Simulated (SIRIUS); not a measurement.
## Pb in SIRIUS: convergence with smearing width

Input of the first run (smearing width 0.4 eV); the others differ in this setting and in those tied to it:

Contents of sirius.json:

```json
{
  "control": {
    "processing_unit": "cpu",
    "verbosity": 2,
    "num_bands_to_print": 14,
    "print_forces": true,
    "print_stress": true
  },
  "parameters": {
    "electronic_structure_method": "pseudopotential",
    "xc_functionals": ["XC_GGA_X_PBE", "XC_GGA_C_PBE"],
    "gk_cutoff": 7.8,
    "pw_cutoff": 15.6,
    "ngridk": [9, 9, 9],
    "shiftk": [0, 0, 0],
    "smearing": "cold",
    "smearing_width": 0.0146997289,
    "num_bands": 14,
    "num_mag_dims": 0,
    "num_dft_iter": 100,
    "energy_tol": 1e-08,
    "density_tol": 1e-06
  },
  "iterative_solver": {
    "type": "davidson",
    "min_tolerance": 1e-10
  },
  "mixer": {
    "type": "anderson",
    "beta": 0.7,
    "max_history": 8
  },
  "settings": {
    "tol_ne": 1e-10
  },
  "unit_cell": {
    "lattice_vectors": [
      [-3.741014401058, 3.741014401058, 3.741014401058],
      [3.741014401058, -3.741014401058, 3.741014401058],
      [3.741014401058, 3.741014401058, -3.741014401058]
    ],
    "atom_coordinate_units": "lattice",
    "atom_types": ["Pb"],
    "atom_files": {
      "Pb": "Pb.json"
    },
    "atoms": {
      "Pb": [
        [0.0, 0.0, 0.0]
      ]
    }
  }
}
```

Potentials or basis: SG15 1.2 PBE (norm-conserving).

Launch:

```sh
$ upf_to_json Pb_ONCV_PBE-1.2.upf
$ OMP_NUM_THREADS=1 sirius.scf --input=sirius.json --output=out.json --task=0
```

This isn't the form of Pb at room conditions, which is fcc.

Hardware: 1 thread of Arm Neoverse V1, with other jobs on the host.

Task: The values tried are 0.4 eV, 0.3 eV, 0.2 eV, 0.136 eV, 0.1 eV, 0.05 eV, 0.025 eV, 0.01 eV, loosest first. From which on does the pressure stay within 0.1 GPa of the tightest run that finished?

Result: From 0.136 eV on.

```
smearing width  energy less the tightest run (meV/atom)  pressure (GPa)  SCF cycles  CPU time (s)  peak memory (GiB)
        0.4 eV                                    -3.94            1.05          16            26               0.18
        0.3 eV                                    -1.34            0.96          16            26               0.18
        0.2 eV                                     0.67            0.85          17            27               0.18
      0.136 eV                                     1.10            0.75          17            27               0.18
        0.1 eV                                     0.80            0.69          17            27               0.18
       0.05 eV                                    -0.13            0.70          16            26               0.18
      0.025 eV                                    -0.05            0.70          17            27               0.18
       0.01 eV                                     0.00            0.70          17            27               0.18
```

Against the tightest run, the energy stays within 1 meV/atom from 0.1 eV on. Narrower smearing needs a denser k mesh, so at a fixed mesh the narrowest width isn't the most accurate. The tightest run that finished is the yardstick and may itself not be fully converged.

The run has no spin-orbit coupling, so splittings on Pb are missing.
